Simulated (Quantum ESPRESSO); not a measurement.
The system is Si2Ni.

```
CELL_PARAMETERS angstrom
0.00000 2.70300 2.70300
2.70300 0.00000 2.70300
2.70300 2.70300 0.00000
ATOMIC_POSITIONS crystal
Ni 0.00000 0.00000 0.00000
Si 0.75000 0.75000 0.75000
Si 0.25000 0.25000 0.25000
```

Program: Quantum ESPRESSO 7.5. Alike in all runs: spin collinear, ferromagnetic start; cell as given; smearing fermi-dirac 0.05 eV.

Question: Order these runs on this cell by their pressure, lowest first.
A. level LDA; potentials or basis GBRV 1.5 LDA; k mesh 7 × 7 × 7; cutoff (eV) 612; form of the LDA correlation PZ81; k mesh for the Wannier functions 5 × 5 × 5
B. level PBEsol; potentials or basis GBRV 1.5 PBEsol; k mesh 9 × 9 × 9; cutoff (eV) 612
C. level PBE; potentials or basis SSSP 1.3 efficiency PBE; k mesh 9 × 9 × 9; cutoff (eV) 748

Answer: A (-5.0 GPa), B (-0.8 GPa), C (4.1 GPa).

Caveats: the Wannier minimisation didn't converge (some runs).

Not every run made on this cell is shown here.
